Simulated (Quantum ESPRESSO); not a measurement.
# SnO2 (Cassiterite) under changes of volume

One of the cells (11.922 Å³/atom); the others are scaled copies at fixed shape and fractional positions:

```
Sn O
1.0
     4.73800    0.00000    0.00000
     0.00000    4.73800    0.00000
     0.00000    0.00000    3.18650
Sn O
2 4
Direct
  0.50000 0.50000 0.50000
  0.00000 0.00000 0.00000
  0.80710 0.19290 0.50000
  0.69290 0.69290 0.00000
  0.19290 0.80710 0.50000
  0.30710 0.30710 0.00000
```

* Program: Quantum ESPRESSO 7.5
* Functional: LDA
* Potentials or basis: GBRV 1.5 LDA
* Cutoff: 925 eV
* Density cutoff: 7401 eV
* k mesh: 5 × 5 × 7
* Occupations: fermi-dirac, width 0.05 eV
* Spin: no spin polarisation

| volume (Å³/atom) | energy over the lowest point (meV/atom) | pressure (GPa) | gap on the mesh (eV) |
| --- | --- | --- | --- |
| 11.207 | 33.00 | 15.4 | 1.90 |
| 11.445 | ? | ? | ? |
| 11.684 | 3.48 | 4.5 | 1.39 |
| 11.922 | 0.00 | -0.1 | 1.15 |
| 12.161 | 2.93 | -4.2 | 0.92 |
| 12.399 | 11.57 | -7.8 | 0.71 |
| 12.637 | 25.31 | -11.0 | 0.50 |

What does the run at 11.445 Å³/atom give?

Energy over the lowest point 14.18 meV/atom; pressure 9.6 GPa; gap on the mesh 1.64 eV.

Worked out: A Birch-Murnaghan fit of order 3 (a polynomial in V^(-2/3)) to the other rows has its minimum at 11.93 Å³/atom with B0 = V·E''(V) = 215 GPa and B' = 4.8 at fixed shape and positions, which overstates the stiffness. It gives 14.22 meV/atom at 11.445 Å³/atom, against the run's 14.18, and -dE/dV = 9.8 GPa, against 9.6. A straight line through the other rows of the gap, of slope -11.7 eV per unit of ln V (its deformation potential), gives 1.64 eV, against the run's 1.64.

Energies are extrapolated to zero smearing.

Caveats: spin-orbit coupling is left out, which moves the levels of the heavy elements.
